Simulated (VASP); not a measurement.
A run of VASP 6.6.1 is set up as follows.

Contents of INCAR:

```
SYSTEM = Cu
ALGO = Normal
EDIFF = 1E-6
EDIFFG = -0.005
ENCUT = 600
GGA = PE
IBRION = 2
ISIF = 3
ISMEAR = 0
LASPH = .True.
LCHARG = .False.
LREAL = .False.
LWAVE = .False.
NELM = 100
NSW = 100
PREC = Accurate
SIGMA = 0.1
```

Contents of KPOINTS:

```
k-points
0
Gamma
  20 20 20
  0 0 0
```

Contents of POSCAR:

```
Cu
1.0
   -1.4427933200      1.4427933200      1.3760814500
    1.4427933200     -1.4427933200      1.3760814500
    1.4427933200      1.4427933200     -1.3760814500
Cu
1
Direct
    0.0000000000      0.0000000000      0.0000000000
```

Potentials or basis: VASP PAW PBE potentials, release 64 (Cu).

Run with:

```bash
$ cat potpaw_PBE.64/Cu/POTCAR > POTCAR
$ mpirun -np 1 vasp_std > vasp.out
```

(1) Estimate the space group after relaxing (to 0.05 Å).

(2) Estimate the relaxed volume.

(3) What does it give for the band gap on the k mesh?

(4) Predict the relaxed cell.

Results:

(1) I4/mmm (No. 139).

(2) 12.07 Å³/atom.

(3) none (metal or under the smearing width).

(4) a = 2.505 Å, b = 2.505 Å, c = 2.505 Å, α = 107.66°, β = 107.66°, γ = 113.15°.
